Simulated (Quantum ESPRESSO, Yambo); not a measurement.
# BeTe (F-43m): G0W0 with Yambo, start to end, part 2 of 3

Wanted: ground state, empty states, screening and self-energy for BeTe (F-43m).

Quantum ESPRESSO 7.5 and Yambo 5.3.0; PBE and many-body steps on it, plane waves. Known limits of the many-body steps: not at the basis limit; no spin-orbit coupling; coarse k mesh.

So far. Step 2 (Ground state): The gap is indirect, with the least direct gap 1.62 eV higher. Step 3 (Bands along the symmetry lines): The gap is 2.027 eV, as in the run before at this level.

**4. Empty states on the mesh, 4×4×4 mesh, 117 bands**

Level of this step: DFT, PBE, plane waves, norm-conserving pseudopotentials (Quantum ESPRESSO).

The sums over transitions need many empty states on a uniform mesh; this step solves for them.

Input file pw.in:

```
&control
  calculation = 'nscf'
  prefix = 'x'
  outdir = 'o'
  pseudo_dir = 'pseudo'
/
&system
  ibrav = 0
  nat = 2
  ntyp = 2
  ecutwfc = 88.0
  nbnd = 117
  force_symmorphic = .true.
/
&electrons
  conv_thr = 1e-9
  electron_maxstep = 80
  diago_full_acc = .true.
  diago_thr_init = 5e-6
/
ATOMIC_SPECIES
  Be 9.012 Be.upf
  Te 127.6 Te.upf
CELL_PARAMETERS angstrom
  -0.0000000000 2.8314587876 2.8314587876
  2.8314587876 0.0000000000 2.8314587876
  2.8314587876 2.8314587876 0.0000000000
ATOMIC_POSITIONS crystal
  Be 0.0000000000 0.0000000000 0.0000000000
  Te 0.7500000000 0.7500000000 0.7500000000
K_POINTS automatic
  4 4 4 0 0 0
```

Started as:

```
$ OMP_NUM_THREADS=1 mpirun -n 4 pw.x -nk 4 -in pw.in > pw.out
```

The program printed:

```text
[banner, memory and clock lines left out]
Program PWSCF v.7.5 starts

     Atomic positions and unit cell read from directory:
     o/x.save/

     Message from routine setup:
     using ibrav=0 with symmetry is DISCOURAGED, use correct ibrav instead

     G-vector sticks info

     bravais-lattice index     =            0
     lattice parameter (alat)  =       7.5670  a.u.
     unit-cell volume          =     306.3778 (a.u.)^3
     number of atoms/cell      =            2
     number of atomic types    =            2
     number of electrons       =        28.00
     number of Kohn-Sham states=          117
     kinetic-energy cutoff     =      88.0000  Ry
     charge density cutoff     =     352.0000  Ry
     Exchange-correlation= PBE
                           (   1   4   3   4   0   0   0)

     celldm(1)=   7.567007  celldm(2)=   0.000000  celldm(3)=   0.000000
     celldm(4)=   0.000000  celldm(5)=   0.000000  celldm(6)=   0.000000

     crystal axes: (cart. coord. in units of alat)
               a(1) = (  -0.000000   0.707107   0.707107 )
               a(2) = (   0.707107   0.000000   0.707107 )
               a(3) = (   0.707107   0.707107   0.000000 )

     reciprocal axes: (cart. coord. in units 2 pi/alat)
               b(1) = ( -0.707107  0.707107  0.707107 )
               b(2) = (  0.707107 -0.707107  0.707107 )
               b(3) = (  0.707107  0.707107 -0.707107 )
     Pseudo is Norm-conserving, Zval =  4.0
     Generated using ONCVPSP code by D. R. Hamann
     Using radial grid of 1358 points,  4 beta functions with:
     Pseudo is Norm-conserving + core correction, Zval = 24.0
     Generated using ONCVPSP code by D. R. Hamann
     Using radial grid of 1294 points,  8 beta functions with:
     Be                4.00     9.01200     Be( 1.00)
     Te               24.00   127.60000     Te( 1.00)

     24 Sym. Ops. (no inversion) found

   Cartesian axes

     site n.     atom                  positions (alat units)
         1        Be     tau(   1) = (   0.0000000   0.0000000   0.0000000  )
         2        Te     tau(   2) = (   1.0606602   1.0606602   1.0606602  )

     number of k points=     8
                       cart. coord. in units 2pi/alat
        k(    1) = (   0.0000000   0.0000000   0.0000000), wk =   0.0312500
        k(    2) = (   0.1767767   0.1767767  -0.1767767), wk =   0.2500000
        k(    3) = (  -0.3535534  -0.3535534   0.3535534), wk =   0.1250000
[...]
k(    7) = (  -0.7071068   0.0000000   0.0000000), wk =   0.0937500
        k(    8) = (  -0.7071068   0.3535534   0.0000000), wk =   0.1875000

     Dense  grid:    34327 G-vectors     FFT dimensions: (  45,  45,  45)

     The potential is recalculated from file :
     o/x.save/charge-density

     Starting wfcs are   15 randomized atomic wfcs +  102 random wfcs

     Band Structure Calculation

     End of band structure calculation

          k = 0.0000 0.0000 0.0000 (  4279 PWs)   bands (ev):

  -150.4588-100.4840-100.4840-100.4840 -91.9314 -27.7629 -27.7629 -27.7629
   -27.7508 -27.7508  -3.7514   8.4384   8.4384   8.4384  12.0832  12.0832
    12.0832  12.1482  16.7384  18.8475  18.8475  19.7142  19.7142  19.7142
    23.5682  31.5699  31.5699  31.5699  32.1122  32.1122  32.1122  35.7089
[...]
[... 3 further rows ...]
[...]
94.6696  94.6696  95.1084  95.1085  95.1087

          k = 0.1768 0.1768-0.1768 (  4272 PWs)   bands (ev):

  -150.4588-100.4840-100.4840-100.4840 -91.9314 -27.7615 -27.7611 -27.7611
[...]
[... 3 further rows ...]
[...]
94.9931  94.9931  97.0381  97.3202  97.3202

          k =-0.3536-0.3536 0.3536 (  4314 PWs)   bands (ev):

  -150.4589-100.4840-100.4840-100.4840 -91.9314 -27.7616 -27.7603 -27.7603
[...]
68.2968  68.2968  68.9724  68.9724  69.4415  70.2113  70.5064  71.4710
     [... 3 further rows ...]
    90.8928  91.5539  93.4845  93.5690  94.4187  94.4187  95.0532  95.6711
    95.6711  95.9474  95.9474  97.3662  97.3662

          k = 0.3536 0.0000 0.0000 (  4256 PWs)   bands (ev):

     [... further k-points ...]

     highest occupied, lowest unoccupied level (ev):     8.4384   10.4653

     XML data file, pseudopotentials, collected wavefunctions
```

Wall time 9.9 s (4 MPI ranks of Arm Neoverse V1, shared host); peak memory 0.37 GiB; 39 s of CPU time.

This step gave:

```
gap                                                           : 2.027 eV
k of the valence top                                          : 0, 0, 0
k of the conduction bottom                                    : 0, -0.5, -0.5
least direct gap                                              : 3.645 eV
k points computed                                             : 8
lowest point of the top converged band, above the valence top : 86.6703 eV
```

On this mesh the gap is 2.027 eV.

**5. Conversion and set-up**

This step: Yambo 5.3.0; conversion and set-up on PBE, plane waves, norm-conserving pseudopotentials.

The states are converted to the many-body program's format and the q mesh is built.

Started as:

```
$ (cd o/x.save; p2y > p2y.log; mv SAVE ../..); yambo > setup.log
```

The program printed:

```text
 Yambo, version 5.3.0

 [02] CORE Variables Setup
 =========================

  [02.01] Unit cells
  ==================

  Cell kind             :  FCC
  Atoms in the cell     :  Be  Te
  number of Be atoms    :  1
  number of Te atoms    :  1

  List of atomic masses
  Mass of Be    :  9.012000
  Mass of Te    :  127.6000

  List of atomic coordinates    : [cc]
  Be1       :  0.000000  0.000000  0.000000  order 1
  Te1       :  8.026022  8.026022  8.026022  order 2

  Alat factors          :  5.350682  5.350682  5.350682 [a.u.]
  Direct lattice volume :  306.3778 [a.u.]
  Direct lattice vectors:  A[ 1 ]  A[ 2 ]  A[ 3 ]
   A[ 1 ]: -0.000000  1.000000  1.000000  [iru]
  -0.000000  5.350682  5.350682  [cc]
   A[ 2 ]:  1.000000  0.000000  1.000000  [iru]
   5.350682  0.000000  5.350682  [cc]
   A[ 3 ]:  1.000000  1.000000  0.000000  [iru]
   5.350682  5.350682  0.000000  [cc]

  Recip. lattice volume :  0.809622 [a.u.]
  Recip. lattice vectors:  B[ 1 ]  B[ 2 ]  B[ 3 ]
   B[ 1 ]: -0.500000  0.500000  0.500000  [iku]
  -0.587139  0.587139  0.587139  [cc]
   B[ 2 ]:  0.500000 -0.500000  0.500000  [iku]
   0.587139 -0.587139  0.587139  [cc]
   B[ 3 ]:  0.500000  0.500000 -0.500000  [iku]
   0.587139  0.587139 -0.587139  [cc]

  [02.02] Symmetries
  ==================

  Inversion symmetry    : yes
  Spatial inversion     : no
  Inversion index       :  25
  K-space Time-reversal : yes
  Magnetic symmetries   : no
  Time-reversal derived K-space symmetries:   25   48
  Group table correct   : yes
  Symmetries units      :  [cc]

   [S  1]:   1.0000      0.11739E-16  0.11739E-16  0.11739E-16   1.0000     -0.11739E-16 -0.11739E-16 -0.11739E-16   1.0000
   [S  2]:  -1.0000     -0.11739E-16  0.11739E-16 -0.11739E-16  -1.0000     -0.11739E-16  0.11739E-16  0.11739E-16   1.0000
   [S  3]:  -1.0000      0.11739E-16 -0.11739E-16 -0.11739E-16   1.0000      0.11739E-16  0.11739E-16 -0.11739E-16  -1.0000
[...]
[S  9]:  0.11739E-16   1.0000      0.11739E-16 -0.11739E-16  0.11739E-16   1.0000       1.0000     -0.11739E-16 -0.11739E-16
   [S 10]:  0.11739E-16  -1.0000     -0.11739E-16 -0.11739E-16 -0.11739E-16  -1.0000       1.0000      0.11739E-16  0.11739E-16
     [... 36 further rows ...]
   [S*47]:   1.0000      0.11739E-16 -0.11739E-16  0.11739E-16 -0.11739E-16  -1.0000     -0.11739E-16   1.0000      0.11739E-16
   [S*48]:   1.0000     -0.11739E-16  0.11739E-16  0.11739E-16  0.11739E-16   1.0000     -0.11739E-16  -1.0000     -0.11739E-16

  [02.03] Reciprocal space
  ========================

  nG shells         :   342
  nG charge         :   34327
  nG WFs            :   5183
  nC WFs            :   4314
  G-vecs. in first 34 shells:  [ Number ]
     1    9   15   27   51   59   65   89  113
    137   169   181   229   259   283   307   331   339
    387   411   459   531   537   561   609   645   701
    725   749   821   869   893   941   965
  ...
[...]
K/Q-points units:
  rlu = crystal or reduced units; cc = cartesian coordinates; iku = interal k-units

  K [1]          [rlu]:  0.000000  0.000000  0.000000
         WF components:   4279
  K [2]          [rlu]:  0.73781E-17  0.73781E-17  0.25000
         WF components:   4272
  K [3]          [rlu]: -0.14756E-16 -0.14756E-16 -0.50000
         WF components:   4314
  K [4]          [rlu]:  0.45585E-17  0.25000      0.25000
         WF components:   4256
  K [5]          [rlu]:  0.97405E-17  0.25000     -0.50000
         WF components:   4267
  [... 2 further k-points ...]
  K [8]          [rlu]:  0.250000 -0.500000 -0.250000
         WF components:   4284

  [02.05] Energies & Occupations
  ==============================

  [X] === General ===
  [X] Electronic Temperature                        :  0.000000  0.000000 [eV K]
  [X] Bosonic    Temperature                        :  0.000000  0.000000 [eV K]
  [X] Finite Temperature mode                       : no
  [X] El. density                                   :  0.61673E+24 [cm-3]
  [X] Fermi Level                                   :  8.438418 [eV]

  [X] === Gaps and Widths ===
  [X] Conduction Band Min                           :  2.026900 [eV]
  [X] Valence Band Max                              :  0.000000 [eV]
  [X] Filled Bands                                  :  14
  [X] Empty Bands                                   :   15  117
  [X] Direct Gap                                    :  3.644779 [eV]
  [X] Direct Gap localized at k                     :  1
  [X] Indirect Gap                                  :  2.026900 [eV]
  [X] Indirect Gap between kpts                     :   1   7
  [X] Last valence band width                       :  3.120670 [eV]
  [X] 1st conduction band width                     :  3.269928 [eV]

  E @ K [1]:  [eV]
  -158.8972 -108.9224 -108.9224 -108.9224 -100.3698  -36.2013  -36.2013  -36.2013
   -36.189      -36.189      -12.190     -0.10430E-08 -0.13795E-09   0.0000       3.6448       3.6448
    3.64478   3.70977   8.30000  10.40909  10.40909  11.27577  11.27577  11.27577
[...]
occ @ K [1]
[...]
E @ K [2]:  [eV]
[...]
occ @ K [2]
[...]
E @ K [3]:  [eV]
[...]
occ @ K [3]
[...]
E @ K [4]:  [eV]
[...]
occ @ K [4]
[...]
E @ K [5]:  [eV]
[...]
occ @ K [5]
[...]
[... 2 further k-points ...]
  E @ K [8]:  [eV]
[...]
occ @ K [8]
[...]
0.000000  0.000000  0.000000  0.000000  0.000000  0.000000  0.000000  0.000000
   0.000000  0.000000  0.000000  0.000000  0.000000  0.000000  0.000000  0.000000

 [03] Transferred momenta grid and indexing
 ==========================================

 IBZ Q-points                                      :   8
 BZ  Q-points                                      :   64

 K/Q-points units:
 rlu = crystal or reduced units; cc = cartesian coordinates; iku = interal k-units

 Q [1]          [rlu]:  0.000000  0.000000  0.000000
 Q [2]          [rlu]:  0.54651E-16  0.26895E-16  0.25000
 Q [3]          [rlu]: -0.10930E-15 -0.53790E-16 -0.50000
[...]
Q [7]          [rlu]: -0.91171E-17 -0.50000     -0.50000
 Q [8]          [rlu]:  0.250000 -0.500000 -0.250000

  [03.01] X indexes
  =================

   [03.01.01] Sigma indexes
   ========================

 [06] Game Over & Game summary
```

Wall time 2.7 s (1 MPI rank); peak memory 0.25 GiB.

[end of part 2 of 3]

[Paths, hosts, dates, memory and timing lines, banners, echoed tables and standing remarks are left out of the program output.]

[Logs are printed without paths, hosts, clocks, repeated set-up lines and the standing remarks that a program may print on its own settings, such as how far it seeks lower states.]

[Runs of the session that timed out or met a known fault of the program may be left out.]

[Hosts, paths, dates, database ids (printed as entryN), source tags and the programs' standing remarks are cut or masked in the printed files.]
